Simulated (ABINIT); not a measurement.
# FeSi2 (Linzhiite) (P4/mmm) in ABINIT: single point with LDA

Aim: the single point of FeSi2 (Linzhiite) with LDA.

Everything below comes from runs of ABINIT 10.8.3 (patched build). Logs are shortened: lines on timing, memory, paths and dates and some standing lists are left out, and cuts for length are marked. The log counts tension as positive stress, the text compression.

### 1 The crystal as given

It takes space group P4/mmm (No. 123, tetragonal). Conventional cell: a = 2.684 Å, b = 2.684 Å, c = 5.128 Å, α = 90.00°, β = 90.00°, γ = 90.00°. Fe (site symmetry 4/mmm) has 8 Si at 2.35 Å and 4 Fe at 2.68 Å as nearest neighbours. Around Si (site symmetry 4mm) lie 4 Fe at 2.35 Å and 5 Si at 2.36 to 2.68 Å.

### 2 Single point, LDA, collinear spin, ferromagnetic start

run.abi

```
# Pseudopotentials
pp_dirpath "./"
pseudos "Fe.upf, Si.upf"

# Structure
acell 3*1.0
rprim
     5.0720249185     0.0000000000     0.0000000000
     0.0000000000     5.0720249185     0.0000000000
     0.0000000000     0.0000000000     9.6905155671
ntypat 2
znucl 26 14
natom 3
typat 1 2 2
xcart
     0.0000000000     0.0000000000     0.0000000000
     1.3420000000     1.3420000000     3.7434400000
     1.3420000000     1.3420000000     1.3845600000 Angstrom

# Plane-wave basis
ecut 1251.723767 eV

# k points
kptopt 1
ngkpt 8 8 4
nshiftk 1
shiftk 0.0 0.0 0.0

# Exchange and correlation
ixc 7

# Bands and occupations
nband 17
occopt 3
tsmear 0.05 eV

# Spin
nsppol 2
spinat
     0.0000000000     0.0000000000     3.0000000000
     0.0000000000     0.0000000000     0.0000000000
     0.0000000000     0.0000000000     0.0000000000

# SCF cycle
nstep 100
tolvrs 1.0e-10

# Output
iomode 3
prtwf 0
prteig 0
prtebands 0
enunit 2
prtden 1
prtvha 1
prtvclmb 1
prtpot 1
```

Potentials or basis: PseudoDojo NC SR LDA v0.4.1 standard.

Command:

```bash
$ mpirun --bind-to none -np 4 abinit run.abi > log 2>&1
```

run.abo:

```text
.Version 10.8.3 of ABINIT
 Symmetries : space group P4/m m m (#123); Bravais tP (primitive tetrag.)
================================================================================
 Values of the parameters that define the memory need of the present run
     intxc =       0    ionmov =       0      iscf =       7    lmnmax =       6
     lnmax =       6     mgfft =      60  mpssoang =       3    mqgrid =    3001
     natom =       3  nloc_mem =       1    nspden =       2   nspinor =       1
    nsppol =       2      nsym =      16    n1xccc =    2501    ntypat =       2
    occopt =       3   xclevel =       1
       mpw =        3732          nfft =       61440          nkpt =          45
================================================================================
================================================================================

--------------------------------------------------------------------------------
------------- Echo of variables that govern the present computation ------------
--------------------------------------------------------------------------------
 -outvars: echo values of preprocessed input variables --------
            acell      1.0000000000E+00  1.0000000000E+00  1.0000000000E+00 Bohr
              amu      5.58470000E+01  2.80855000E+01
             ecut      4.60000000E+01 Hartree
           enunit           2
              ixc           7
         kptrlatt        8    0    0      0    8    0      0    0    4
          kptrlen      3.87620623E+01
            natom           3
            nband          17
            ngfft          32      32      60
             nkpt          45
           nspden           2
           nsppol           2
            nstep         100
             nsym          16
           ntypat           2
           occopt           3
        prtebands           0
           prteig           0
           prtpot           1
         prtvclmb           1
           prtvha           1
            prtwf           0
            rprim      5.0720249185E+00  0.0000000000E+00  0.0000000000E+00
                       0.0000000000E+00  5.0720249185E+00  0.0000000000E+00
                       0.0000000000E+00  0.0000000000E+00  9.6905155671E+00
          spgroup         123
           spinat      0.0000000000E+00  0.0000000000E+00  3.0000000000E+00
                       0.0000000000E+00  0.0000000000E+00  0.0000000000E+00
                       0.0000000000E+00  0.0000000000E+00  0.0000000000E+00
           tolvrs      1.00000000E-10
           tsmear      1.83746611E-03 Hartree
            typat      1  2  2
           xangst      0.0000000000E+00  0.0000000000E+00  0.0000000000E+00
                       1.3419999991E+00  1.3419999991E+00  3.7434399983E+00
                       1.3419999991E+00  1.3419999991E+00  1.3845599983E+00
            xcart      0.0000000000E+00  0.0000000000E+00  0.0000000000E+00
                       2.5360124593E+00  2.5360124593E+00  7.0740763655E+00
                       2.5360124593E+00  2.5360124593E+00  2.6164392016E+00
             xred      0.0000000000E+00  0.0000000000E+00  0.0000000000E+00
                       5.0000000000E-01  5.0000000000E-01  7.3000000016E-01
                       5.0000000000E-01  5.0000000000E-01  2.6999999984E-01
            znucl       26.00000   14.00000

================================================================================

 chkinp: Checking input parameters for consistency.

================================================================================
== DATASET  1 ==================================================================

--- !DatasetInfo
iteration_state: {dtset: 1, }
dimensions: {natom: 3, nkpt: 45, mband: 17, nsppol: 2, nspinor: 1, nspden: 2, mpw: 3732, }
cutoff_energies: {ecut:  46.0, pawecutdg:  -1.0, }
electrons: {nelect:   2.40000000E+01, charge:   0.00000000E+00, occopt:   3.00000000E+00, tsmear:   1.83746611E-03, }
meta: {optdriver: 0, ionmov: 0, optcell: 0, iscf: 7, paral_kgb: 0, }
...

 Exchange-correlation functional for the present dataset will be:
  LDA: Perdew-Wang 92 LSD fit to Ceperley-Alder data - ixc=7
  J.P.Perdew and Y.Wang, PRB 45, 13244 (1992)

 Real(R)+Recip(G) space primitive vectors, cartesian coordinates (Bohr,Bohr^-1):
 R(1)=  5.0720249  0.0000000  0.0000000  G(1)=  0.1971599  0.0000000  0.0000000
 R(2)=  0.0000000  5.0720249  0.0000000  G(2)=  0.0000000  0.1971599  0.0000000
 R(3)=  0.0000000  0.0000000  9.6905156  G(3)=  0.0000000  0.0000000  0.1031937
 Unit cell volume ucvol=  2.4929275E+02 bohr^3
 Angles (23,13,12)=  9.00000000E+01  9.00000000E+01  9.00000000E+01 degrees
[... 87 lines left out ...]
 Radius=ratsph(iatom), smearing ratsm=  0.0000. Diff(up-dn)=approximate z local magnetic moment.
    Atom    Radius    up_density   dn_density  Total(up+dn)  Diff(up-dn)
    1 Fe   2.00000     7.204404     7.204398     14.408802     0.000006
    2 Si   2.00000     0.905242     0.905243      1.810485    -0.000000
    3 Si   2.00000     0.905242     0.905243      1.810485    -0.000000
 ------------------------------------------------------------------------------------------------------------
  Sum:                 9.014889     9.014883     18.029772     0.000006
 Total magnetization (from the atomic spheres):                0.000006
 Total magnetization (exact up - dn):                          0.000006

================================================================================

 ----iterations are completed or convergence reached----

 Mean square residual over all n,k,spin=   17.087E-08; max=  98.288E-06
 reduced coordinates (array xred) for    3 atoms
       0.000000000000      0.000000000000      0.000000000000
       0.500000000000      0.500000000000      0.730000000156
       0.500000000000      0.500000000000      0.269999999844
 rms dE/dt=  7.0642E-03; max dE/dt=  1.4985E-02; dE/dt below (all hartree)
    1       0.000000000000      0.000000000000      0.000000000000
    2       0.000000000000      0.000000000000      0.014985495267
    3       0.000000000000      0.000000000000     -0.014985495267

 cartesian coordinates (angstrom) at end:
    1      0.00000000000000     0.00000000000000     0.00000000000000
    2      1.34199999909074     1.34199999909074     3.74343999826559
    3      1.34199999909074     1.34199999909074     1.38455999826559

 cartesian forces (hartree/bohr) at end:
    1     -0.00000000000000    -0.00000000000000     0.00000000000000
    2     -0.00000000000000    -0.00000000000000    -0.00154640846126
    3     -0.00000000000000    -0.00000000000000     0.00154640846126
 frms,max,avg= 7.2898394E-04 1.5464085E-03   0.000E+00  0.000E+00  0.000E+00 h/b

 cartesian forces (eV/Angstrom) at end:
    1     -0.00000000000000    -0.00000000000000     0.00000000000000
    2     -0.00000000000000    -0.00000000000000    -0.07951952029486
    3     -0.00000000000000    -0.00000000000000     0.07951952029486
 frms,max,avg= 3.7485861E-02 7.9519520E-02   0.000E+00  0.000E+00  0.000E+00 e/A
 length scales=  1.000000000000  1.000000000000  1.000000000000 bohr
              =  0.529177210544  0.529177210544  0.529177210544 angstroms
 Fermi (or HOMO) energy (hartree) =   0.40134   Average Vxc (hartree)=  -0.44865
 Magnetization (Bohr magneton)=  5.86083474E-06
 Total spin up =  1.20000029E+01   Total spin down =  1.19999971E+01
 Eigenvalues (hartree) for nkpt=  45  k points, SPIN UP:
 kpt#   1, nband= 17, wtk=  0.00391, kpt=  0.0000  0.0000  0.0000 (reduced coord)
  -2.77027   -1.53942   -1.53942   -1.53529   -0.10787    0.06608    0.11194    0.26937
   0.34230    0.34723    0.34723    0.38074    0.56939    0.56939    0.63835    0.66927
   0.70006
      occupation numbers for kpt#   1
   1.00000    1.00000    1.00000    1.00000    1.00000    1.00000    1.00000    1.00000
   1.00000    1.00000    1.00000    0.99999    0.00000    0.00000    0.00000    0.00000
   0.00000
 prteigrs : prtvol=0 or 1, do not print more k-points.

 Eigenvalues (hartree) for nkpt=  45  k points, SPIN DOWN:
 kpt#   1, nband= 17, wtk=  0.00391, kpt=  0.0000  0.0000  0.0000 (reduced coord)
  -2.77027   -1.53942   -1.53942   -1.53529   -0.10787    0.06608    0.11194    0.26937
   0.34230    0.34723    0.34723    0.38074    0.56939    0.56939    0.63835    0.66927
   0.70069
      occupation numbers for kpt#   1
   1.00000    1.00000    1.00000    1.00000    1.00000    1.00000    1.00000    1.00000
   1.00000    1.00000    1.00000    0.99999    0.00000    0.00000    0.00000    0.00000
   0.00000
 prteigrs : prtvol=0 or 1, do not print more k-points.

 Fermi (or HOMO) energy (eV) =  10.92103   Average Vxc (eV)= -12.20835
 Eigenvalues (   eV  ) for nkpt=  45  k points, SPIN UP:
 kpt#   1, nband= 17, wtk=  0.00391, kpt=  0.0000  0.0000  0.0000 (reduced coord)
 -75.38276  -41.88973  -41.88973  -41.77741   -2.93516    1.79800    3.04603    7.32999
   9.31443    9.44869    9.44869   10.36047   15.49380   15.49380   17.37034   18.21178
  19.04966
 prteigrs : prtvol=0 or 1, do not print more k-points.

 Eigenvalues (   eV  ) for nkpt=  45  k points, SPIN DOWN:
 kpt#   1, nband= 17, wtk=  0.00391, kpt=  0.0000  0.0000  0.0000 (reduced coord)
 -75.38275  -41.88973  -41.88973  -41.77740   -2.93516    1.79800    3.04603    7.33000
   9.31443    9.44870    9.44870   10.36047   15.49380   15.49380   17.37034   18.21178
  19.06688
 prteigrs : prtvol=0 or 1, do not print more k-points.

--- !EnergyTerms
iteration_state     : {dtset: 1, }
comment             : Components of total free energy in Hartree
kinetic             :  6.07805292250647E+01
hartree             :  5.64867083447265E+01
xc                  : -2.08661296170496E+01
Ewald energy        : -6.93865497144949E+01
psp_core            :  2.74235205897810E+00
local_psp           : -1.57650867585672E+02
non_local_psp       : -5.93320298537584E+00
internal            : -1.33827160273824E+02
'-kT*entropy'       : -4.32989919008424E-04
total_energy        : -1.33827593263743E+02
total_energy_eV     : -3.64163433066974E+03
band_energy         : -1.10569727678306E+01
...

 Cartesian components of stress tensor (hartree/bohr^3)
  sigma(1 1)=  1.85890364E-04  sigma(3 2)=  0.00000000E+00
  sigma(2 2)=  1.85890364E-04  sigma(3 1)=  0.00000000E+00
  sigma(3 3)=  2.65650821E-04  sigma(2 1)=  0.00000000E+00

-Cartesian components of stress tensor (GPa)         [Pressure= -6.2513E+00 GPa]
- sigma(1 1)=  5.46908334E+00  sigma(3 2)=  0.00000000E+00
- sigma(2 2)=  5.46908334E+00  sigma(3 1)=  0.00000000E+00
- sigma(3 3)=  7.81571699E+00  sigma(2 1)=  0.00000000E+00

== END DATASET(S) ==============================================================
================================================================================

 -outvars: echo values of variables after computation  --------
            acell      1.0000000000E+00  1.0000000000E+00  1.0000000000E+00 Bohr
           etotal     -1.3382759326E+02
            fcart     -0.0000000000E+00 -0.0000000000E+00  7.2280144832E-20
                      -0.0000000000E+00 -0.0000000000E+00 -1.5464084613E-03
                      -0.0000000000E+00 -0.0000000000E+00  1.5464084613E-03
            rprim      5.0720249185E+00  0.0000000000E+00  0.0000000000E+00
                       0.0000000000E+00  5.0720249185E+00  0.0000000000E+00
                       0.0000000000E+00  0.0000000000E+00  9.6905155671E+00
           strten      1.8589036434E-04  1.8589036434E-04  2.6565082103E-04
                       0.0000000000E+00  0.0000000000E+00  0.0000000000E+00
           xangst      0.0000000000E+00  0.0000000000E+00  0.0000000000E+00
                       1.3419999991E+00  1.3419999991E+00  3.7434399983E+00
                       1.3419999991E+00  1.3419999991E+00  1.3845599983E+00
             xred      0.0000000000E+00  0.0000000000E+00  0.0000000000E+00
                       5.0000000000E-01  5.0000000000E-01  7.3000000016E-01
                       5.0000000000E-01  5.0000000000E-01  2.6999999984E-01
 Calculation completed.
```

It took 65 s on 4 MPI ranks of Arm Neoverse V2, shared host; peak memory 0.4 GiB.

Results:

| Property | Result |
| --- | --- |
| Free energy | -3641.6343 eV |
| Pressure | -6.3 GPa |
| Largest force | 0.080 eV/Å |
| Band gap on the k mesh | none (metal or under the smearing width) |
| Net moment | 0.00 μB per cell |
| Valence electrons inside the program's atomic spheres | Fe 14.41; Si 1.81 |

Forces on the atoms (eV/Å):
```
Fe   0.000  0.000  0.000
Si   0.000  0.000 -0.080
Si   0.000  0.000  0.080
```

Caveat: the starting moments collapsed, and a magnetic state may lie lower.
